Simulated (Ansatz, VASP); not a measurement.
**Two plane-wave programs on Cr**

Contents of INCAR:

```
SYSTEM = Cr
  PREC = Accurate
  ENCUT = 520
  EDIFF = 1E-6
  ISMEAR = -1
  SIGMA = 0.1
  LREAL = .False.
  LASPH = .True.
  NELM = 80
  ALGO = Normal
  ISIF = 2
  LWAVE = .False.
  LCHARG = .False.
  GGA = B5
  ALDAX = 1.0
  AGGAX = 1.0
  AGGAC = 1.0
  ALDAC = 0.0
  NBANDS = 32
```

KPOINTS

```
Automatic mesh
0
Gamma
  16 16 4
  0 0 0
```

POSCAR

```
Cr
1.0
    2.4513836762      0.0000000000      0.0000000000
   -1.2256918381      2.1229605380      0.0000000000
    0.0000000000      0.0000000000      8.7067043504
Cr
4
Direct
    0.0000000000      0.0000000000      1.0000000000
    1.0000000000      1.0000000000      0.5000000000
    0.3333333333      0.6666666667      0.2500000000
    0.6666666667      0.3333333333      0.7500000000
```

Input for Ansatz:

```yaml
crystal:
  lattice:
    - [2.4513836762, 0.0, 0.0]
    - [-1.2256918381, 2.122960538, 0.0]
    - [0.0, 0.0, 8.7067043504]
  atoms:
    - { symbol: Cr, position: [0.0, 0.0, 1.0] }
    - { symbol: Cr, position: [1.0, 1.0, 0.5] }
    - { symbol: Cr, position: [0.3333333333, 0.6666666667, 0.25] }
    - { symbol: Cr, position: [0.6666666667, 0.3333333333, 0.75] }
hamiltonian:
  xc: blyp
  pseudopotentials:
    kind: paw
    azcp:
      Cr: "pseudopotentials/Cr.paw.azcp"
basis:
  ecutwfc: 420
  fft_grid_basis: typed
kpoints:
  mp_grid: { grid: [16, 16, 4], shift: [0, 0, 0] }
magnetization:
  spin_polarized: false
scf:
  occupations: { method: fermi_dirac, width: 0.1 }
  lower_state_search: "off"
output:
  stress: true
```

Alike in both runs: task single point; functional BLYP; k mesh 16 × 16 × 4; occupations fermi-dirac, width 0.1 eV; no spin polarisation.

|  | VASP | Ansatz |
| --- | --- | --- |
| version | VASP 6.6.1 | Ansatz 0.2.0 |
| potentials or method | VASP PAW PBE potentials, release 64 (Cr_pv) | plane waves (420 eV) with PAW, scalar-relativistic |
| plane-wave cutoff (eV) | 520 | 420 |
| valence electrons in the cell | 48 | 56 |

Ansatz gave:

```
pressure (GPa)                                  : 21.3
largest component of the traceless stress (GPa) : 1.61
```

Problem. Estimate VASP's values.

Solution. Pressure (GPa): 21.2; largest component of the traceless stress (GPa): 1.67.

The two sets of potentials don't hold the same shells in valence.

Caveats: so large a pressure means that the cell lies far from this level's equilibrium, or that cutoff or potentials fall short (VASP); the potentials were made for another functional, which shifts forces and pressure (VASP); the run has no spin polarisation, though such a crystal can be magnetic. Spin polarisation is off, so any magnetic state and its effect on volume and gap are missing.
